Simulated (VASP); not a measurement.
## Cu: relaxation of cell and atoms with PBE+D4

The system is Cu.

```xyz
2
Lattice="1.2185 -3.9764 0.0000 1.2185 3.9764 0.0000 0.0000 0.0000 2.4755" Properties=species:S:1:pos:R:3 pbc="T T T"
Cu    1.2185   -2.9118    1.8566
Cu    1.2185    2.9118    0.6189
```

This isn't the form of Cu at room conditions, which is fcc.

| Item | Value |
| --- | --- |
| Program | VASP 6.6.1 |
| Task | relaxation of cell and atoms |
| Functional | PBE |
| Dispersion | D4 |
| Potentials or basis | VASP PAW PBE potentials, release 64 (Cu) |
| Cutoff | 600 eV |
| k mesh | 11 × 11 × 11 |
| Occupations | fermi-dirac, width 0.05 eV |
| Spin | no spin polarisation |
| Further INCAR settings | ALGO = Fast; EDIFF = 1e-06; IBRION = 2; EDIFFG = -0.01; NSW = 40; ISIF = 3 |

- Relaxed volume: 12.04 Å³/atom
- Relaxed cell: a = 4.149 Å, b = 4.149 Å, c = 2.488 Å, α = 90.00°, β = 90.00°, γ = 145.79°
- Space group after relaxing (to 0.05 Å): Cmcm (No. 63)
- Energy gained by relaxing: 0.2 meV/atom
- Ionic steps: 25
- Pressure after relaxing: 0.0 GPa
- Band gap on the k mesh: none (metal or under the smearing width)
- Dispersion energy per atom: -0.552 eV

Forces in eV/Å, atoms in the order of the input:
```
Cu   0.000  0.003  0.000
Cu   0.000 -0.003  0.000
```

Stress tensor (GPa, compression positive):
```
 0.06  0.00  0.00
 0.00  0.07  0.00
 0.00  0.00 -0.07
```

Step by step:
| step | energy change (eV) | largest force (eV/Å) | pressure (GPa) | volume (Å³) |
| --- | --- | --- | --- | --- |
| 1 | 0.0000 | 0.0537 | 0.47 | 23.99 |
| 2 | -0.0003 | 0.0038 | -0.60 | 24.11 |
| 3 | -0.0004 | 0.0162 | -0.53 | 24.08 |
| 4 | -0.0003 | 0.0215 | -0.48 | 24.07 |
| 5 | -0.0004 | 0.0282 | 0.27 | 24.02 |
| 6 | -0.0005 | 0.0083 | 0.24 | 24.04 |
| 7 | -0.0005 | 0.0059 | 0.20 | 24.04 |
| 8 | -0.0004 | 0.0252 | 0.18 | 24.07 |
| 9 | -0.0004 | 0.0203 | 0.00 | 24.07 |
| 10 | -0.0005 | 0.0128 | -0.51 | 24.06 |
| 11 | -0.0005 | 0.0079 | -0.41 | 24.05 |
| 12 | -0.0005 | 0.0076 | 0.18 | 24.05 |
| 13 | -0.0005 | 0.0091 | 0.07 | 24.05 |
| 14 | -0.0005 | 0.0097 | -0.41 | 24.05 |
| 15 | -0.0005 | 0.0078 | 0.09 | 24.05 |
| 16 | -0.0005 | 0.0102 | -0.17 | 24.05 |
| 17 | -0.0005 | 0.0193 | 0.32 | 24.05 |
| 18 | -0.0005 | 0.0103 | 0.10 | 24.05 |
| 19 | -0.0005 | 0.0107 | 0.35 | 24.06 |
| 20 | -0.0003 | 0.0128 | -0.30 | 24.09 |
| 21 | -0.0004 | 0.0150 | -0.49 | 24.06 |
| 22 | -0.0005 | 0.0139 | -0.35 | 24.06 |
| 23 | -0.0005 | 0.0134 | -0.20 | 24.06 |
| 24 | -0.0005 | 0.0133 | 0.09 | 24.06 |
| 25 | -0.0005 | 0.0026 | 0.02 | 24.07 |

Final structure:
```yaml
crystal:
  lattice:
    - [1.22014, -3.96515, 0.00000]
    - [1.22014, 3.96515, 0.00000]
    - [0.00000, 0.00000, 2.48769]
  atoms:
    - { symbol: Cu, position: [0.86650, 0.13350, 0.75000] }
    - { symbol: Cu, position: [0.13350, 0.86650, 0.25000] }
```

Levels at points of the mesh, in eV from the Fermi level:
```tsv
k point	band 8	band 9	band 10	band 11	band 12	band 13	band 14	band 15
(0.00, 0.00, 0.00)	-2.05	-1.86	-1.73	-1.46	-0.01	4.86	14.52	18.38
```

Run time: 9.5 min on 1 thread of Intel(R) Xeon(R) Platinum 8559C (Emerald Rapids) (shared host), peak memory 0.24 GiB.

Caveat: pairwise dispersion overbinds metals, which lowers pressure and volume.
